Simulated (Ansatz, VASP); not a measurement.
# HPt4: VASP beside Ansatz

```
CELL_PARAMETERS angstrom
2.82338 0.00000 0.00000
-1.41169 2.44512 0.00000
0.00000 0.00000 25.91584
ATOMIC_POSITIONS crystal
Pt 0.66667 0.33333 0.32798
Pt 0.33333 0.66667 0.41694
Pt 0.00000 0.00000 0.50635
Pt 0.66667 0.33333 0.59824
H 0.66667 0.33333 0.65819
```

Alike in both runs: functional RPBE; k mesh 12 × 12 × 1; occupations gaussian, width 0.1 eV; no spin polarisation.

Ansatz relaxed the structure, and its values are those at the end. VASP's run is a single point on that final structure, the one shown.

```csv
,VASP,Ansatz
version,VASP 6.6.1,Ansatz 0.2.0
potentials or method,"VASP PAW PBE potentials, release 64 (Pt, H)","scalar-relativistic, plane waves, PAW"
plane-wave cutoff (eV),520,420
valence electrons in the cell,41,73
```

```tsv
	VASP	Ansatz	Ansatz less VASP
gap on the k mesh at the Fermi level (eV)	none	none	-
rms of the force components (eV/Å)	0.054	0.051	-0.0026
work function, face that differs most (eV)	5.57	5.57	-0.003
```

A gap of «none» marks a metal or a gap that the smearing closes. The two sets of potentials don't hold the same shells in valence. Ansatz warned: «xc_potential_rough_in_thin_density».

Caveats: the PAW data sets were made with another functional, which shifts forces and pressure a little (VASP). Spin-orbit coupling is left out, which matters for the levels of Pt.
